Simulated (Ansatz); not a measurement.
# Ti: pressure up to the limit of the methods

One table from this session's results is given with a row withheld; the runs are named, their logs left out.

Method: DFT PBE, with the methods named in each step, in Ansatz 0.2.0.

### The structure to begin with

It takes space group Fd-3m (No. 227, cubic). Conventional cell: a = 5.582 Å, b = 5.582 Å, c = 5.582 Å, α = 90.00°, β = 90.00°, γ = 90.00°. Around Ti (site symmetry -43m) lie 4 Ti at 2.42 Å.

As a file:

```
Ti
1.0
     0.00000    2.79122    2.79122
     2.79122    0.00000    2.79122
     2.79122    2.79122    0.00000
Ti
2
Cartesian
  -0.6978 -0.6978 -0.6978
  0.6978 0.6978 0.6978
```

Whether this phase is the stable one at these pressures isn't tested.

Atoms are numbered in the order of the input: Ti1, Ti2.

The first run:

input.yaml

```yaml
crystal:
  lattice:
    - [0.0, 2.7912246522, 2.7912246522]
    - [2.7912246522, 0.0, 2.7912246522]
    - [2.7912246522, 2.7912246522, 0.0]
  atoms:
    - { symbol: Ti, position: [-0.125, -0.125, -0.125] }
    - { symbol: Ti, position: [0.125, 0.125, 0.125] }
kpoints:
  mp_grid: { grid: [12, 12, 12] }
scf:
  occupations: { method: fermi_dirac, width: 0.08 }
hamiltonian:
  xc: pbe
  pseudopotentials: { kind: paw }
output:
  forces: true
  stress: true
  write_density: true
  write_potential: true
  elf: true
  volumetric_format: npy
relax:
  f_tol: 0.005
  max_steps: 40
  cell: {}
```

Started as:

```bash
$ ansatz run input.yaml --threads 1 --pin off --max-ram 2048MiB --backend cpu --events-out ev --progress --plain --runs-dir out
```

Steps of the session up to this table: Cell relaxed at zero pressure, PAW; Volume scaled by 1, PAW; Volume scaled by 0.95, PAW; Volume scaled by 0.85, PAW; Volume scaled by 0.75, PAW; Volume scaled by 0.65, PAW; Volume scaled by 0.55, PAW; Volume scaled by 0.45, PAW; Volume scaled by 0.45, PAW (cutoff 600 eV); Volume scaled by 0.4, PAW; Volume scaled by 0.4, PAW (source ansatz).

One of the session's tables, all rows but one given; the rest of the session is left out.

```
             method  volume over the first  volume (Å³/atom)  pressure (GPa)
                PAW                      1            23.008            0.02
                PAW                   0.95            21.857            1.84
                PAW                   0.85            19.557            6.52
                PAW                   0.75            17.256           13.55
                PAW                   0.65            14.955           27.04
                PAW                   0.55            12.654           57.64
                PAW                   0.45            10.353          134.61
                PAW                    0.4             9.203          215.62
PAW (cutoff 600 eV)                   0.45            10.353          134.41
PAW (source ansatz)                    0.4                 ?               ?
```

Q: Estimate the row for PAW (source ansatz), 0.4 from the others.

As computed: volume (Å³/atom): 9.203; pressure (GPa): 217.98.
